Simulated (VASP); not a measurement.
# Os (P6_3/mmc) in VASP: settings compared

One crystal, Os, is run at these levels: PBE+TS, PBEsol+D3, PBEsol+D3(BJ); tasks: relaxation of cell and atoms.

All numbers are computed with VASP 6.6.1; they aren't measurements. Logs are shortened: lines on timing, memory, paths and dates and some standing lists are left out, and cuts for length are marked.

## 1. The structure

It takes space group P6_3/mmc (No. 194, hexagonal). The conventional cell has a = 2.734 Å, b = 2.734 Å, c = 4.320 Å, α = 90.00°, β = 90.00°, γ = 120.00°. Around Os (site symmetry -6m2) lie 12 Os at 2.68 to 2.73 Å.

## 2. Relaxation of cell and atoms, PBE+TS

INCAR reads:

```
SYSTEM = Os
  ALGO = Normal
  EDIFF = 1E-7
  EDIFFG = -0.01
  ENCUT = 600
  GGA = PE
  IBRION = 2
  ISIF = 3
  ISMEAR = -1
  IVDW = 2
  LASPH = .True.
  LCHARG = .False.
  LREAL = .False.
  LWAVE = .False.
  NELM = 80
  NSW = 40
  PREC = Accurate
  SIGMA = 0.05
```

KPOINTS reads:

```
k-points
0
Gamma
  11 11 6
  0 0 0
```

POSCAR reads:

```
Os
1.0
    2.7341000000      0.0000000000      0.0000000000
   -1.3670500000      2.3678000565      0.0000000000
    0.0000000000      0.0000000000      4.3197000000
Os
2
Direct
    0.6666666667      0.3333333333      0.7500000000
    0.3333333333      0.6666666667      0.2500000000
```

Potentials or basis: VASP PAW PBE potentials, release 64 (Os).

Command:

```bash
> cat potpaw_PBE.64/Os/POTCAR > POTCAR
> mpirun -np 1 vasp_std > vasp.out
```

OUTCAR:

```text
SYSTEM = Os
   EDIFF = 1E-7
   EDIFFG = -0.01
   ENCUT = 600
   GGA = PE
   IBRION = 2
   ISIF = 3
   ISMEAR = -1
   IVDW = 2
   LASPH = .True.
   LREAL = .False.
   NELM = 80
   NSW = 40
   PREC = Accurate
  IVDW =   2

 ion  position               nearest neighbor table
   1  0.667  0.333  0.750-   2 2.68   2 2.68   2 2.68   2 2.68   2 2.68   2 2.68
   2  0.333  0.667  0.250-   1 2.68   1 2.68   1 2.68   1 2.68   1 2.68   1 2.68

  LATTYP: Found a hexagonal cell.
 ALAT       =     2.7341000000
 C/A-ratio  =     1.5799348963

  Lattice vectors:

 A1 = (   2.7341000000,   0.0000000000,   0.0000000000)
 A2 = (  -1.3670500000,   2.3678000565,   0.0000000000)
 A3 = (   0.0000000000,   0.0000000000,   4.3197000000)

Analysis of symmetry for initial positions (statically):
=====================================================================
 Subroutine PRICEL returns:
 Original cell was already a primitive cell.

 Routine SETGRP: Setting up the symmetry group for a
 hexagonal supercell.

 Subroutine GETGRP returns: Found 24 space group operations
 (whereof 12 operations were pure point group operations)
 out of a pool of 24 trial point group operations.

The static configuration has the point symmetry D_3d.
 The point group associated with its full space group is D_6h.

Analysis of symmetry for dynamics (positions and initial velocities):
=====================================================================
 Subroutine PRICEL returns:
 Original cell was already a primitive cell.

 Routine SETGRP: Setting up the symmetry group for a
 hexagonal supercell.

 Subroutine GETGRP returns: Found 24 space group operations
 (whereof 12 operations were pure point group operations)
 out of a pool of 24 trial point group operations.

The dynamic configuration has the point symmetry D_3d.
 The point group associated with its full space group is D_6h.

 Subroutine INISYM returns: Found 24 space group operations
 (whereof 12 operations are pure point group operations),
 and found     1 'primitive' translations

----------------------------------------------------------------------------------------

                                     Primitive cell

  volume of cell :      27.9649

  direct lattice vectors                    reciprocal lattice vectors
     2.734100000  0.000000000  0.000000000     0.365751070  0.211166479  0.000000000
    -1.367050000  2.367800057  0.000000000     0.000000000  0.422332957  0.000000000
     0.000000000  0.000000000  4.319700000     0.000000000  0.000000000  0.231497558

  length of vectors
     2.734100000  2.734100000  4.319700000     0.422332957  0.422332957  0.231497558

  position of ions in fractional coordinates (direct lattice)
     0.666666667  0.333333333  0.750000000
     0.333333333  0.666666667  0.250000000

  ion indices of the primitive-cell ions
   primitive index   ion index
                 1           1
                 2           2

----------------------------------------------------------------------------------------

 KPOINTS: k-points

Automatic generation of k-mesh.
 Grid dimensions read from file:
 generate k-points for:   11   11    6

 Generating k-lattice:

  Cartesian coordinates                     Fractional coordinates (reciprocal lattice)
     0.033250097  0.019196953  0.000000000     0.090909091 -0.000000000  0.000000000
     0.000000000  0.038393905  0.000000000     0.000000000  0.090909091  0.000000000
     0.000000000  0.000000000  0.038582926     0.000000000  0.000000000  0.166666667

  Length of vectors
     0.038393905  0.038393905  0.038582926

  Shift w.r.t. Gamma in fractional coordinates (k-lattice)
     0.000000000  0.000000000  0.000000000

 Subroutine IBZKPT returns following result:
 ===========================================

 Found     64 irreducible k-points:

 Following reciprocal coordinates:
            Coordinates               Weight
  0.000000  0.000000  0.000000      1.000000
  0.090909  0.000000  0.000000      6.000000
  0.181818  0.000000  0.000000      6.000000
  0.272727 -0.000000  0.000000      6.000000
  0.363636 -0.000000  0.000000      6.000000
  0.454545  0.000000  0.000000      6.000000
[... 16 lines left out ...]
  0.090909  0.090909  0.166667     12.000000
  0.181818  0.090909  0.166667     24.000000
 [... further k-points ...]
   k-points           NKPTS =     64   k-points in BZ     NKDIM =     64   number of bands    NBANDS=     12
   number of dos      NEDOS =    301   number of ions     NIONS =      2
   total plane-waves  NPLWV =  20736
   dimension x,y,z NGX =    24 NGY =   24 NGZ =   36
   dimension x,y,z NGXF=    48 NGYF=   48 NGZF=   72
   ions per type =               2
   NGX,Y,Z   is equivalent  to a cutoff of  14.59, 14.59, 13.85 a.u.
   NGXF,Y,Z  is equivalent  to a cutoff of  29.19, 29.19, 27.71 a.u.
 SYSTEM =  Os
   PREC   = accura    normal or accurate (medium, high low for compatibility)
   ISTART =      0    job   : 0-new  1-cont  2-samecut
   ICHARG =      2    charge: 1-file 2-atom 10-const
   ISPIN  =      1    spin polarized calculation?
   LNONCOLLINEAR =      F non collinear calculations
   LSORBIT =      F    spin-orbit coupling
   LASPH  =      T    aspherical Exc in radial PAW
   ENCUT  =  600.0 eV  44.10 Ry    6.64 a.u.   5.46  5.46  8.63*2*pi/ulx,y,z
   NELM   =     80;   NELMIN=  2; NELMDL= -5     # of ELM steps
   EDIFF  = 0.1E-06   stopping-criterion for ELM
   LREAL  =      F    real-space projection
   EDIFFG = -.1E-01   stopping-criterion for IOM
   NSW    =     40    number of steps for IOM
   IBRION =      2    ionic relax: 0-MD 1-quasi-New 2-CG
   NFREE  =      1    steps in history (QN), initial steepest desc. (CG)
   ISIF   =      3    stress and relaxation
   ISYM   =      2    0-nonsym 1-usesym 2-fastsym
   POTIM  = 0.5000    time-step for ionic-motion
   TEBEG  =    0.0;   TEEND  =   0.0 temperature during run
   PSTRESS=    0.0 pullay stress
   NELECT =      16.0000    total number of electrons
   NUPDOWN=      -1.0000    fix difference up-down
   EMIN   =  10.00;   EMAX   =-10.00  energy-range for DOS
   EFERMI =   0.00;   METHOD = LEGACY
   ISMEAR =    -1;   SIGMA  =   0.05  broadening in eV -4-tet -1-fermi 0-gaus
   EFERMI_NEDOS =   21; number of points for ismear=-14 and -15
   IALGO  =     38    algorithm
   IMIX   =      4    mixing-type and parameters
     AMIX     =   0.40;   BMIX     =  1.00
     AMIX_MAG =   1.60;   BMIX_MAG =  1.00
  volume/ion in A,a.u.               =      13.98        94.36
  Fermi-wavevector in a.u.,A,eV,Ry     =   1.359076  2.568282 25.131161  1.847088
  Thomas-Fermi vector in A             =   2.485855
   LORBIT       =      0    0 simple, 1 ext, 2 COOP (PROOUT), +10 PAW based schemes
   GGA     = PE    functional components
   LHFCALC =     F    Hartree Fock is set to
   AEXX    =    0.0000 exact exchange contribution
   IVDW    =     2    specifies the selected vdW correction
   LEPSILON=     F    determine dielectric tensor
   LRPA    =     F    only Hartree local field effects (RPA)
 conjugate gradient relaxation of ions
 non-spin polarized calculation
  energy-cutoff  :      600.00
  volume of cell :       27.96
 maximum number of plane-waves:       965
 NGX is ok and might be reduce to    24
   NGX = 11   NGY = 11   NGZ = 17

--------------------------------------- Ionic step        1  -------------------------------------------

 number of electron      16.0000001 magnetization

 Free energy of the ion-electron system (eV)
  ---------------------------------------------------
  ext. energy  EPLUGINS =         0.00000000
  ---------------------------------------------------
  free energy    TOTEN  =       -22.47505258 eV

  energy without entropy =      -22.46187124  energy(sigma->0) =      -22.46846191

------------------------ aborting loop because EDIFF is reached ----------------------------------------

  Tkatchenko/Scheffler method for vdW energy calculation

  Number of pair interactions contributing to vdW energy:   56102
[... 33 lines left out ...]
--------------------------------------- Ionic step        2  -------------------------------------------

 number of electron      16.0000000 magnetization

 E-fermi :  10.7312     XC(G=0): -14.5389

 val. band max:       10.7154672917   @ k =   0.0909   0.0000   0.3333
 cond. band min:      10.7981179524   @ k =   0.3636   0.0909   0.3333
 fundamental gap:      0.0826506607
 Fermi energy:        10.7311811242

 k-point     1 :       0.0000    0.0000    0.0000
  band No.  band energies     occupation
      1      -0.9342      2.00000
      2       2.1525      2.00000
      3       7.3184      2.00000
      4       7.3184      2.00000
      5       7.5947      2.00000
      6       8.2811      2.00000
      7       8.2811      2.00000
      8       9.0330      2.00000
      9       9.0330      2.00000
     10      10.8182      0.29848
     11      12.6884      0.00000
     12      12.6884      0.00000
[... 331 lines left out ...]
 k-point    24 :       0.1818    0.0909    0.1667
  band No.  band energies     occupation
      1       1.5553      2.00000
      2       3.9087      2.00000
      3       5.4365      2.00000
      4       5.6705      2.00000
      5       7.0404      2.00000
      6       7.7527      2.00000
      7       8.4339      2.00000
      8       9.4661      2.00000
      9      10.1651      1.99998
     10      10.6000      1.86469
     11      13.2193      0.00000
     12      16.9985      0.00000

 [... further k-points ...]

------------------------ aborting loop because EDIFF is reached ----------------------------------------

  Tkatchenko/Scheffler method for vdW energy calculation

  Number of pair interactions contributing to vdW energy:   61232
[... 201 lines left out ...]
--------------------------------------- Ionic step        7  -------------------------------------------

 number of electron      16.0000001 magnetization

 Free energy of the ion-electron system (eV)
  ---------------------------------------------------
  ext. energy  EPLUGINS =         0.00000000
  ---------------------------------------------------
  free energy    TOTEN  =       -22.44239861 eV

  energy without entropy =      -22.42948403  energy(sigma->0) =      -22.43594132

 E-fermi :   9.6645     XC(G=0): -14.1479

 val. band max:        9.6478402950   @ k =   0.3636  -0.0000   0.3333
 cond. band min:       9.7129223503   @ k =   0.0000   0.0000   0.0000
 fundamental gap:      0.0650820553
 Fermi energy:         9.6645354010

 k-point     1 :       0.0000    0.0000    0.0000
  band No.  band energies     occupation
      1      -1.3801      2.00000
      2       1.7622      2.00000
      3       6.5856      2.00000
      4       6.5856      2.00000
      5       6.8217      2.00000
      6       7.4454      2.00000
      7       7.4454      2.00000
      8       8.1272      2.00000
      9       8.1272      2.00000
     10       9.7129      0.55066
     11      11.4391      0.00000
     12      11.4391      0.00000
[... 331 lines left out ...]
 k-point    24 :       0.1818    0.0909    0.1667
  band No.  band energies     occupation
      1       0.9606      2.00000
      2       3.4003      2.00000
      3       4.8280      2.00000
      4       5.0550      2.00000
      5       6.3266      2.00000
      6       6.9667      2.00000
      7       7.5584      2.00000
      8       8.5232      2.00000
      9       9.1559      1.99992
     10       9.5409      1.84449
     11      11.8875      0.00000
     12      15.3648      0.00000

 [... further k-points ...]

------------------------ aborting loop because EDIFF is reached ----------------------------------------

  Hirshfeld charges:
            ion         q(e)
   ------------------------------
      1     Os      -0.00000000
      2     Os       0.00000000

  Tkatchenko/Scheffler method for vdW energy calculation

  Number of pair interactions contributing to vdW energy:   56996

  Edisp (eV):   -2.15219
[... 25 lines left out ...]
  FREE ENERGIE OF THE ION-ELECTRON SYSTEM (eV)
  ---------------------------------------------------
  free  energy   TOTEN  =       -24.5945854585 eV

  energy  without entropy=      -24.5816708825  energy(sigma->0) =      -24.58812817

 reached required accuracy - stopping structural energy minimisation
```

Run time: 1.9 min. Hardware: 1 thread of Intel Xeon Platinum 8259CL at 2.50GHz (Skylake/Cascade Lake), shared host; peak memory 0.18 GiB.

What came out:

- Free energy: -24.5946 eV
- Relaxed volume: 13.77 Å³/atom
- Relaxed cell: a = 2.719 Å, b = 2.719 Å, c = 4.303 Å, α = 90.00°, β = 90.00°, γ = 120.00°
- Space group after relaxing (to 0.05 Å): P6_3/mmc (No. 194)
- Energy gained by relaxing: 3.1 meV/atom
- Ionic steps: 7
- Pressure after relaxing: 0.0 GPa
- Band gap on the k mesh: none (metal or under the smearing width)
- Dispersion energy per atom: -1.076 eV

The path:
```tsv
step	energy change (eV)	largest force (eV/Å)	pressure (GPa)	volume (Å³)
1	0.0000	0.0000	-6.41	27.96
2	0.1879	0.0000	34.96	25.76
3	-0.0063	0.0000	-0.96	27.61
4	-0.0062	0.0000	-0.09	27.55
5	-0.0062	0.0000	0.05	27.55
6	-0.0062	0.0000	0.03	27.54
7	-0.0062	0.0000	0.04	27.54
```

Final structure:
```
CELL_PARAMETERS angstrom
2.71879 0.00000 0.00000
-1.35940 2.35454 0.00000
0.00000 0.00000 4.30278
ATOMIC_POSITIONS crystal
Os 0.66667 0.33333 0.75000
Os 0.33333 0.66667 0.25000
```

Caveat: atom-pairwise D2, TS and ULG terms overbind metals; pairwise dispersion overbinds metals, which lowers pressure and volume. Spin-orbit coupling is left out, which matters for the levels of Os.

## 3. Relaxation of cell and atoms, PBEsol+D3

INCAR reads:

```
  PREC = Accurate
  ENCUT = 600
  EDIFF = 1E-6
  ISMEAR = -1
  SIGMA = 0.05
  LREAL = F
  LASPH = T
  NELM = 80
  ALGO = Fast
  ISIF = 3
  LWAVE = F
  LCHARG = F
  GGA = PS
  IVDW = 11
  IBRION = 2
  NSW = 60
  EDIFFG = -0.02
```

KPOINTS reads:

```
Automatic mesh
0
Gamma
  11 11 6
```

POSCAR is that of step 2.

Potentials or basis: VASP PAW PBE potentials, release 64 (Os).

Command:

```bash
> cat potpaw_PBE.64/Os/POTCAR > POTCAR
> mpirun -np 1 vasp_std > vasp.out
```

It took 2 min on 1 thread of Intel Xeon Platinum 8259CL at 2.50GHz (Skylake/Cascade Lake), shared host; peak memory 0.18 GiB.

It converged, with:

| Quantity | Value |
| --- | --- |
| Free energy | -25.4531 eV |
| Relaxed volume | 13.68 Å³/atom |
| Relaxed cell | a = 2.713 Å, b = 2.713 Å, c = 4.293 Å, α = 90.00°, β = 90.00°, γ = 120.00° |
| Space group after relaxing (to 0.05 Å) | P6_3/mmc (No. 194) |
| Energy gained by relaxing | 8.7 meV/atom |
| Ionic steps | 7 |
| Pressure after relaxing | 0.1 GPa |
| Band gap on the k mesh | none (metal or under the smearing width) |
| Dispersion energy per atom | -0.494 eV |

The path:
```
step  energy change (eV)  largest force (eV/Å)  pressure (GPa)  volume (Å³)
   1              0.0000                0.0000           -9.29        27.96
   2              0.4036                0.0000           57.88        24.81
   3             -0.0174                0.0000           -0.45        27.40
   4             -0.0174                0.0000           -0.07        27.38
   5             -0.0174                0.0000            0.14        27.37
   6             -0.0174                0.0000            0.16        27.37
   7             -0.0175                0.0000            0.15        27.37
```

Final structure:
```
Os
1.0
     2.71309    0.00000    0.00000
    -1.35655    2.34961    0.00000
     0.00000    0.00000    4.29327
Os
2
Direct
  0.66667 0.33333 0.75000
  0.33333 0.66667 0.25000
```

Levels at points of the mesh, in eV from the Fermi level:
```tsv
k point	band 5	band 6	band 7	band 8	band 9	band 10	band 11	band 12
(0.00, 0.00, 0.00)	-2.88	-2.25	-2.25	-1.55	-1.55	0.02	1.80	1.80
(0.00, 0.00, 0.50)	-3.31	-3.31	-3.31	-3.31	0.98	0.98	0.98	0.98
```

Caveat: the PAW data sets were made with another functional, which shifts forces and pressure a little; pairwise dispersion overbinds metals, which lowers pressure and volume. Spin-orbit coupling is left out, which matters for the levels of Os.

(Continued in part 2 of 2.)
